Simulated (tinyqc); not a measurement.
Inside a calculation. Method: Pariser-Parr-Pople SCF with singles CI, for the molecule c1ccncc1 (SMILES; centres numbered as the heavy atoms are written). One step of it, computed by the program tinyqc.

Task: Iteration 3: Fock matrix. F_rr = H_rr + P_rr gamma_rr / 2 + sum_(s != r) P_ss gamma_rs; F_rs = H_rs - P_rs gamma_rs / 2; E = tr P (H + F) / 2 + core repulsion sum_(r<s) z_r z_s gamma_rs.

P after iteration 2, lower triangle:
```
           1C         2C         3C         4N        5C        6C
1C   0.954794
2C   0.665188   1.020021
3C   0.057634   0.668938   0.896533
4N  -0.326135  -0.015511   0.651218   1.212098
5C   0.057634  -0.330558  -0.071708   0.651218  0.896533
6C   0.665188  -0.011738  -0.330558  -0.015511  0.668938  1.020021
```

core matrix H (eV), lower triangle:
```
            1C          2C          3C          4N          5C          6C
1C  -43.867068
2C   -2.390000  -43.857376
3C    0.000000   -2.390000  -43.778213
4N    0.000000    0.000000   -2.380000  -45.277669
5C    0.000000    0.000000    0.000000   -2.380000  -43.778213
6C   -2.390000    0.000000    0.000000    0.000000   -2.390000  -43.857376
```

repulsion gamma_rs (eV), lower triangle:
```
           1C         2C         3C         4N         5C         6C
1C  12.710000
2C   7.996727  12.710000
3C   5.380463   7.995425  12.710000
4N   4.742688   5.345195   7.882295  11.820000
5C   5.380463   4.768375   5.381654   7.882295  12.710000
6C   7.996727   5.381654   4.768375   5.345195   7.995425  12.710000
```

Centres (angstrom, eV; a flat drawing with bonds scaled to 1.40 angstrom):

| centre | x | y | core charge z | W | gamma_rr |
|---|---|---|---|---|---|
| 1C | 1.400000 | 0.000000 | 1 | 12.370000 | 12.710000 |
| 2C | 0.700000 | 1.212000 | 1 | 12.370000 | 12.710000 |
| 3C | -0.700000 | 1.212000 | 1 | 12.370000 | 12.710000 |
| 4N | -1.400000 | 0.000000 | 1 | 14.080000 | 11.820000 |
| 5C | -0.700000 | -1.212000 | 1 | 12.370000 | 12.710000 |
| 6C | 0.700000 | -1.212000 | 1 | 12.370000 | 12.710000 |

Give: F; pi energy.

Result:

F (eV), lower triangle:
```
        1C      2C      3C      4N      5C      6C
1C  -6.090
2C  -5.050  -6.328
3C  -0.155  -5.064  -5.545
4N   0.773   0.041  -4.947  -8.548
5C  -0.155   0.788   0.193  -4.947  -5.545
6C  -5.050   0.032   0.788   0.041  -5.064  -6.328
```

pi energy = -87.857 eV
